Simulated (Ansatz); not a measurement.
# WSe2: the cost of one run

Program: Ansatz 0.2.0. Level of theory: DFT PBE, scalar-relativistic, plane waves, PAW. These are calculated values, not measurements.

1 further run of the same task is left out (set aside as unsound or not needed).

### Step 1. The structure to begin with

Symmetry: P-6m2, No. 187, hexagonal system. The conventional cell has a = 3.320 Å, b = 3.320 Å, c = 16.654 Å, α = 90.00°, β = 90.00°, γ = 120.00°. W (site symmetry -6m2) has 6 Se at 2.55 Å as nearest neighbours. Se (site symmetry 3m) has 3 W at 2.55 Å as nearest neighbours.

Coordinates:

```
W Se
1.0
     3.32008    0.00000    0.00000
    -1.66004    2.87528    0.00000
     0.00000    0.00000   16.65424
W Se
1 2
Direct
  0.00000 0.00000 0.00000
  0.33333 0.66667 0.10078
  0.33333 0.66667 0.89922
```

It goes back to an entry of the Materials Project, which need not be the stable form.

This cell was relaxed beforehand with the same method: volume 52.99 Å³/atom, gap on the mesh 1.55 eV.

The bulk reference comes from a run made before at the same settings: -7108.2197 eV/atom.

### Step 2. Cutting the (001) slab

Miller indices refer to the conventional cell of the relaxed bulk, P-6m2 (No. 187): a = 3.320 Å, b = 3.320 Å, c = 16.654 Å, α = 90.00°, β = 90.00°, γ = 120.00°.

Cut from the relaxed bulk: a (001) slab, 20.0 Å thick as cut, with 15 Å of vacuum; its outer planes are Se (top) and Se (bottom).

The slab as cut. Layers, bottom to top:

| plane | atoms per cell | height over the lowest (Å) |
| --- | --- | --- |
| 1 | Se | 0.00 |
| 2 | W | 1.68 |
| 3 | Se | 3.36 |
| 4 | Se | 16.65 |
| 5 | W | 18.33 |
| 6 | Se | 20.01 |

### Step 3. Single point on the unrelaxed (001) slab

The cell repeats along c, and a dipole correction in the vacuum removes the field between the copies.

The input, input.yaml:

```yaml
crystal:
  lattice:
    - [3.3200828448, 0.0, 0.0]
    - [-1.6600414224, 2.8752760862, 0.0]
    - [0.0, 0.0, 35.0109235382]
  atoms:
    - { symbol: Se, position: [0.3333333333, 0.6666666667, 0.2142188563] }
    - { symbol: W, position: [0.0, 0.0, 0.2621565695] }
    - { symbol: Se, position: [0.3333333333, 0.6666666667, 0.3100942827] }
    - { symbol: Se, position: [0.3333333333, 0.6666666667, 0.6899057173] }
    - { symbol: W, position: [0.0, 0.0, 0.7378434305] }
    - { symbol: Se, position: [0.3333333333, 0.6666666667, 0.7857811437] }
basis:
  ecutwfc: 420
kpoints:
  mp_grid: { grid: [9, 9, 1] }
hamiltonian:
  xc: pbe
scf:
  occupations: { method: gaussian, width: 0.05 }
output:
  forces: true
  stress: true
  eigenvalues: true
  write_density: true
  write_potential: true
  elf: true
  volumetric_format: npy
efield:
  axis: 3
  dipole_correction: true
  ramp_width: 0.04
```

Started as:

```sh
ansatz run input.yaml --threads 1 --pin off --max-ram 2560MiB --backend cpu --events-out ev --progress --plain --runs-dir out
```

**Question.** How long does this run take on 1 thread of Intel Xeon at 2.50GHz (Skylake/Cascade Lake), shared host, and how much memory does it need?

About 59 s, with a peak of 0.58 GiB.
